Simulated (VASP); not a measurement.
# W (Im-3m) in VASP: further runs

Runs on W. Level: PBE. Tasks: relaxation of cell and atoms, single point.

Everything below comes from runs of VASP 6.6.1. Logs are shortened: lines on timing, memory, paths and dates and some standing lists are left out, and cuts for length are marked.

## Step 1: Starting point

Symmetry: Im-3m, No. 229, cubic system. The conventional cell has a = 3.165 Å, b = 3.165 Å, c = 3.165 Å, α = 90.00°, β = 90.00°, γ = 90.00°. W (site symmetry m-3m) is surrounded by 8 W at 2.74 Å.

## Step 2: Relaxation of cell and atoms, PBE

Input file INCAR:

```
SYSTEM = W
PREC = Accurate
ENCUT = 520
EDIFF = 1E-7
ISMEAR = 0
SIGMA = 0.1
LREAL = .False.
LASPH = .True.
NELM = 80
ALGO = Normal
ISIF = 3
LWAVE = .False.
LCHARG = .False.
GGA = PE
IBRION = 2
NSW = 80
EDIFFG = -0.002
```

Input file KPOINTS:

```
Automatic mesh
0
Gamma
  6 6 6
  0 0 0
```

Input file POSCAR:

```
W
1.0
   -1.5823450000      1.5823450000      1.5823450000
    1.5823450000     -1.5823450000      1.5823450000
    1.5823450000      1.5823450000     -1.5823450000
W
1
Direct
    0.0000000000      0.0000000000      0.0000000000
```

Potentials or basis: VASP PAW PBE potentials, release 64 (W_sv).

The run is started by

```sh
$ cat potpaw_PBE.64/W_sv/POTCAR > POTCAR
$ mpirun -np 1 vasp_std > vasp.out
```

OUTCAR:

```text
SYSTEM = W
   PREC = Accurate
   ENCUT = 520
   EDIFF = 1E-7
   ISMEAR = 0
   LREAL = .False.
   LASPH = .True.
   NELM = 80
   ISIF = 3
   GGA = PE
   IBRION = 2
   NSW = 80
   EDIFFG = -0.002

 ion  position               nearest neighbor table
   1  0.000  0.000  0.000-

  LATTYP: Found a body centered cubic cell.
 ALAT       =     3.1646900000

  Lattice vectors:

 A1 = (  -1.5823450000,   1.5823450000,   1.5823450000)
 A2 = (   1.5823450000,  -1.5823450000,   1.5823450000)
 A3 = (   1.5823450000,   1.5823450000,  -1.5823450000)

Analysis of symmetry for initial positions (statically):
=====================================================================
 Subroutine PRICEL returns:
 Original cell was already a primitive cell.

 Routine SETGRP: Setting up the symmetry group for a
 body centered cubic supercell.

 Subroutine GETGRP returns: Found 48 space group operations
 (whereof 48 operations were pure point group operations)
 out of a pool of 48 trial point group operations.

The static configuration has the point symmetry O_h .

Analysis of symmetry for dynamics (positions and initial velocities):
=====================================================================
 Subroutine PRICEL returns:
 Original cell was already a primitive cell.

 Routine SETGRP: Setting up the symmetry group for a
 body centered cubic supercell.

 Subroutine GETGRP returns: Found 48 space group operations
 (whereof 48 operations were pure point group operations)
 out of a pool of 48 trial point group operations.

The dynamic configuration has the point symmetry O_h .

 Subroutine INISYM returns: Found 48 space group operations
 (whereof 48 operations are pure point group operations),
 and found     1 'primitive' translations

----------------------------------------------------------------------------------------

                                     Primitive cell

  volume of cell :      15.8476

  direct lattice vectors                    reciprocal lattice vectors
    -1.582345000  1.582345000  1.582345000     0.000000000  0.315986716  0.315986716
     1.582345000 -1.582345000  1.582345000     0.315986716  0.000000000  0.315986716
     1.582345000  1.582345000 -1.582345000     0.315986716  0.315986716  0.000000000

  length of vectors
     2.740701935  2.740701935  2.740701935     0.446872699  0.446872699  0.446872699

  position of ions in fractional coordinates (direct lattice)
     0.000000000  0.000000000  0.000000000

  ion indices of the primitive-cell ions
   primitive index   ion index
                 1           1

----------------------------------------------------------------------------------------

 KPOINTS: Automatic mesh

Automatic generation of k-mesh.
 Grid dimensions read from file:
 generate k-points for:    6    6    6

 Generating k-lattice:

  Cartesian coordinates                     Fractional coordinates (reciprocal lattice)
     0.000000000  0.052664453  0.052664453     0.166666667  0.000000000  0.000000000
     0.052664453  0.000000000  0.052664453     0.000000000  0.166666667  0.000000000
     0.052664453  0.052664453  0.000000000     0.000000000  0.000000000  0.166666667

  Length of vectors
     0.074478783  0.074478783  0.074478783

  Shift w.r.t. Gamma in fractional coordinates (k-lattice)
     0.000000000  0.000000000  0.000000000

 Subroutine IBZKPT returns following result:
 ===========================================

 Found     16 irreducible k-points:

 Following reciprocal coordinates:
            Coordinates               Weight
  0.000000  0.000000  0.000000      1.000000
  0.166667  0.000000  0.000000     12.000000
  0.333333  0.000000  0.000000     12.000000
  0.500000  0.000000  0.000000      6.000000
  0.166667  0.166667  0.000000     24.000000
  0.333333  0.166667  0.000000     48.000000
[... 8 lines left out ...]
  0.500000  0.500000  0.333333     12.000000
  0.500000  0.500000  0.500000      1.000000
   k-points           NKPTS =     16   k-points in BZ     NKDIM =     16   number of bands    NBANDS=     11
   number of dos      NEDOS =    301   number of ions     NIONS =      1
   total plane-waves  NPLWV =   8000
   dimension x,y,z NGX =    20 NGY =   20 NGZ =   20
   dimension x,y,z NGXF=    40 NGYF=   40 NGZF=   40
   ions per type =               1
   NGX,Y,Z   is equivalent  to a cutoff of  12.13, 12.13, 12.13 a.u.
   NGXF,Y,Z  is equivalent  to a cutoff of  24.26, 24.26, 24.26 a.u.
 SYSTEM =  W
   PREC   = accura    normal or accurate (medium, high low for compatibility)
   ISTART =      0    job   : 0-new  1-cont  2-samecut
   ICHARG =      2    charge: 1-file 2-atom 10-const
   ISPIN  =      1    spin polarized calculation?
   LNONCOLLINEAR =      F non collinear calculations
   LSORBIT =      F    spin-orbit coupling
   LASPH  =      T    aspherical Exc in radial PAW
   ENCUT  =  520.0 eV  38.22 Ry    6.18 a.u.   5.10  5.10  5.10*2*pi/ulx,y,z
   NELM   =     80;   NELMIN=  2; NELMDL= -5     # of ELM steps
   EDIFF  = 0.1E-06   stopping-criterion for ELM
   LREAL  =      F    real-space projection
   EDIFFG = -.2E-02   stopping-criterion for IOM
   NSW    =     80    number of steps for IOM
   IBRION =      2    ionic relax: 0-MD 1-quasi-New 2-CG
   NFREE  =      1    steps in history (QN), initial steepest desc. (CG)
   ISIF   =      3    stress and relaxation
   ISYM   =      2    0-nonsym 1-usesym 2-fastsym
   POTIM  = 0.5000    time-step for ionic-motion
   TEBEG  =    0.0;   TEEND  =   0.0 temperature during run
   PSTRESS=    0.0 pullay stress
   NELECT =      14.0000    total number of electrons
   NUPDOWN=      -1.0000    fix difference up-down
   EMIN   =  10.00;   EMAX   =-10.00  energy-range for DOS
   EFERMI =   0.00;   METHOD = LEGACY
   ISMEAR =     0;   SIGMA  =   0.10  broadening in eV -4-tet -1-fermi 0-gaus
   EFERMI_NEDOS =   21; number of points for ismear=-14 and -15
   IALGO  =     38    algorithm
   IMIX   =      4    mixing-type and parameters
     AMIX     =   0.40;   BMIX     =  1.00
     AMIX_MAG =   1.60;   BMIX_MAG =  1.00
  volume/ion in A,a.u.               =      15.85       106.94
  Fermi-wavevector in a.u.,A,eV,Ry     =   1.570832  2.968442 33.572544  2.467512
  Thomas-Fermi vector in A             =   2.672506
   LORBIT       =      0    0 simple, 1 ext, 2 COOP (PROOUT), +10 PAW based schemes
   GGA     = PE    functional components
   LHFCALC =     F    Hartree Fock is set to
   AEXX    =    0.0000 exact exchange contribution
   IVDW    =     0    specifies the selected vdW correction
   LEPSILON=     F    determine dielectric tensor
   LRPA    =     F    only Hartree local field effects (RPA)
 conjugate gradient relaxation of ions
 non-spin polarized calculation
 Gauss-broadening in eV      SIGMA  =   0.10
  energy-cutoff  :      520.00
  volume of cell :       15.85
 maximum number of plane-waves:       438
   NGX = 11   NGY = 11   NGZ = 11

--------------------------------------- Ionic step        1  -------------------------------------------

 number of electron      14.0000004 magnetization

 Free energy of the ion-electron system (eV)
  ---------------------------------------------------
  ext. energy  EPLUGINS =         0.00000000
  ---------------------------------------------------
  free energy    TOTEN  =       -12.99757658 eV

  energy without entropy =      -12.99647383  energy(sigma->0) =      -12.99702521

------------------------ aborting loop because EDIFF is reached ----------------------------------------

  FORCE on cell =-STRESS in cart. coord.  units (eV):
  Direction    XX          YY          ZZ          XY          YZ          ZX
  --------------------------------------------------------------------------------------
  -------------------------------------------------------------------------------------
  Total        0.4266863      0.4266863      0.4266863     -0.0000000     -0.0000000     -0.0000000
  in kB       43.1375767     43.1375767     43.1375767     -0.0000000     -0.0000000     -0.0000000
  external PRESSURE =      43.1375767 kB  Pullay stress =       0.0000000 kB

 VOLUME and BASIS-vectors are now :
 -----------------------------------------------------------------------------
  energy-cutoff  :      520.00
  volume of cell :       15.85
      direct lattice vectors                 reciprocal lattice vectors
    -1.582345000  1.582345000  1.582345000     0.000000000  0.315986716  0.315986716
     1.582345000 -1.582345000  1.582345000     0.315986716  0.000000000  0.315986716
     1.582345000  1.582345000 -1.582345000     0.315986716  0.315986716  0.000000000
[... 71 lines left out ...]
 POSITION                                       TOTAL-FORCE (eV/Angst)
 -----------------------------------------------------------------------------------
      0.00000      0.00000      0.00000        -0.000000      0.000000     -0.000000
 -----------------------------------------------------------------------------------
    total drift:                                0.000000     -0.000000      0.000000

  FREE ENERGIE OF THE ION-ELECTRON SYSTEM (eV)
  ---------------------------------------------------
  free  energy   TOTEN  =       -13.0004516453 eV

  energy  without entropy=      -12.9993192488  energy(sigma->0) =      -12.99988545

--------------------------------------- Ionic step        4  -------------------------------------------

 number of electron      14.0000001 magnetization

 Free energy of the ion-electron system (eV)
  ---------------------------------------------------
  ext. energy  EPLUGINS =         0.00000000
  ---------------------------------------------------
  free energy    TOTEN  =       -13.00045306 eV

  energy without entropy =      -12.99932129  energy(sigma->0) =      -12.99988718

 E-fermi :  11.4551     XC(G=0): -13.5575

 val. band max:       11.3200773779   @ k =   0.1667   0.0000   0.0000
 cond. band min:      11.6011515389   @ k =   0.5000   0.5000   0.1667
 fundamental gap:      0.2810741609
 Fermi energy:        11.4550950289

 k-point     1 :       0.0000    0.0000    0.0000
  band No.  band energies     occupation
      1     -62.8943      2.00000
      2     -26.4807      2.00000
      3     -26.4807      2.00000
      4     -26.4807      2.00000
      5       1.6861      2.00000
      6      10.0700      2.00000
      7      10.0700      2.00000
      8      10.0700      2.00000
      9      13.5041      0.00000
     10      13.5041      0.00000
     11      25.7342      0.00000

 k-point     2 :       0.1667    0.0000    0.0000
  band No.  band energies     occupation
      1     -62.8628      2.00000
      2     -26.8083      2.00000
      3     -26.5842      2.00000
      4     -26.4823      2.00000
      5       2.9144      2.00000
      6       9.3754      2.00000
      7       9.7640      2.00000
      8      11.3201      1.94379
      9      12.8182      0.00000
     10      13.5504      0.00000
     11      26.4531      0.00000
[... 216 lines left out ...]
 POSITION                                       TOTAL-FORCE (eV/Angst)
 -----------------------------------------------------------------------------------
      0.00000      0.00000      0.00000         0.000000      0.000000     -0.000000
 -----------------------------------------------------------------------------------
    total drift:                                0.000000     -0.000000      0.000000

  FREE ENERGIE OF THE ION-ELECTRON SYSTEM (eV)
  ---------------------------------------------------
  free  energy   TOTEN  =       -13.0004530605 eV

  energy  without entropy=      -12.9993212946  energy(sigma->0) =      -12.99988718

 reached required accuracy - stopping structural energy minimisation
```

Run time: 14 s. Hardware: 1 thread of Intel Xeon Platinum 8559C (Emerald Rapids), shared host; peak memory 0.13 GiB.

Results:

| Item | Value |
| --- | --- |
| Free energy | -13.0005 eV |
| Relaxed volume | 16.06 Å³/atom |
| Relaxed cell | a = 2.753 Å, b = 2.753 Å, c = 2.753 Å, α = 109.47°, β = 109.47°, γ = 109.47° |
| Space group after relaxing (to 0.05 Å) | Im-3m (No. 229) |
| Energy gained by relaxing | 2.9 meV/atom |
| Ionic steps | 4 |
| Pressure after relaxing | 0.0 GPa |
| Band gap on the k mesh | none (metal or under the smearing width) |

The path:
```tsv
step	energy change (eV)	largest force (eV/Å)	pressure (GPa)	volume (Å³)
1	0.0000	0.0000	4.31	15.85
2	0.0308	0.0000	-13.19	16.85
3	-0.0029	0.0000	-0.07	16.07
4	-0.0029	0.0000	0.01	16.06
```

Final structure:
```
W
1.0
    -1.58952    1.58952    1.58952
     1.58952   -1.58952    1.58952
     1.58952    1.58952   -1.58952
W
1
Direct
  0.00000 0.00000 0.00000
```

Caveat: the k mesh is coarse (spacing up to 0.47 Å⁻¹), so the values aren't converged.

(Continued in part 2 of 2.)
